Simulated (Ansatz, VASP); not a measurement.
# AlN: VASP beside Ansatz

run.py

```python
from ase.calculators.vasp import Vasp
from ase.dft.bandgap import bandgap
from ase.spacegroup import crystal

atoms = crystal(
    ['Al', 'N'],
    basis=[[0.6666666667, 0.3333333333, 0.5], [0.6666666667, 0.3333333333, 0.88]],
    spacegroup=186,
    setting=1,
    cellpar=[3.113, 3.113, 4.981, 90.0, 90.0, 120.0],
    primitive_cell=True,
)
calc = Vasp(
    directory='calc',
    xc='pbesol',
    pp='PBE',
    setups='materialsproject',
    prec='Accurate',
    encut=520,
    ediff=1e-06,
    ismear=0,
    sigma=0.1,
    lreal=False,
    lasph=True,
    nelm=100,
    algo='Normal',
    isif=2,
    lwave=False,
    lcharg=False,
    kpts=[10, 10, 6],
    gamma=True,
)
atoms.calc = calc

print('energy (eV):', atoms.get_potential_energy())
print('free energy (eV):', atoms.get_potential_energy(force_consistent=True))
print('forces (eV/A):')
print(atoms.get_forces())
print('stress (eV/A^3, Voigt):', atoms.get_stress())
print('Fermi level (eV):', calc.get_fermi_level())
gap, top, bottom = bandgap(calc)
print('band gap (eV):', gap, 'from (spin, k, band)', top, 'to', bottom)
```

Contents of input.yaml:

```yaml
crystal:
  lattice:
    - [3.113, 0.0, 0.0]
    - [-1.5565, 2.695937082, 0.0]
    - [0.0, 0.0, 4.981]
  atoms:
    - { symbol: Al, position: [0.6666666667, 0.3333333333, 0.5] }
    - { symbol: Al, position: [0.3333333333, 0.6666666667, 0.0] }
    - { symbol: "N", position: [0.6666666667, 0.3333333333, 0.88] }
    - { symbol: "N", position: [0.3333333333, 0.6666666667, 0.38] }
hamiltonian:
  xc: pbesol
  pseudopotentials: { kind: paw }
kpoints:
  mp_grid: { grid: [10, 10, 6] }
scf:
  occupations: { method: gaussian, width: 0.1 }
output:
  forces: true
  stress: true
  eigenvalues: true
```

Alike in both runs: task single point; functional PBEsol; k mesh 10 × 10 × 6; occupations gaussian, width 0.1 eV; no spin polarisation.

|  | VASP | Ansatz |
| --- | --- | --- |
| version | VASP 6.6.1 | Ansatz 0.2.0 |
| potentials or method | VASP PAW PBE potentials, release 64 (Al, N) | Ansatz PAW |
| plane-wave cutoff (eV) | 520 | 420 |
| valence electrons in the cell | 16 | 16 |

```csv
,VASP,Ansatz,Ansatz less VASP
gap on the k mesh at the Fermi level (eV),4.15,4.13,-0.016
least direct gap on the mesh (eV),4.15,4.13,-0.016
pressure (GPa),0.2,0.2,+0.07
largest component of the traceless stress (GPa),1.00,0.98,-0.026
rms of the force components (eV/Å),0.076,0.075,-0.0009
```

Atom by atom the forces differ by 0.001 eV/Å (rms over components).

Caveats: the PAW data sets were made with another functional, which shifts forces and pressure a little (VASP); the pressure holds a Pulay correction of +0.5 GPa for the finite cutoff (Ansatz); the PAW data sets come from PBE, with cores solved anew for the run's functional, which leaves a small shift of forces and pressure (Ansatz). A k mesh can miss the band edges. A hybrid or GW would open this gap; PBEsol tends to underestimate it.
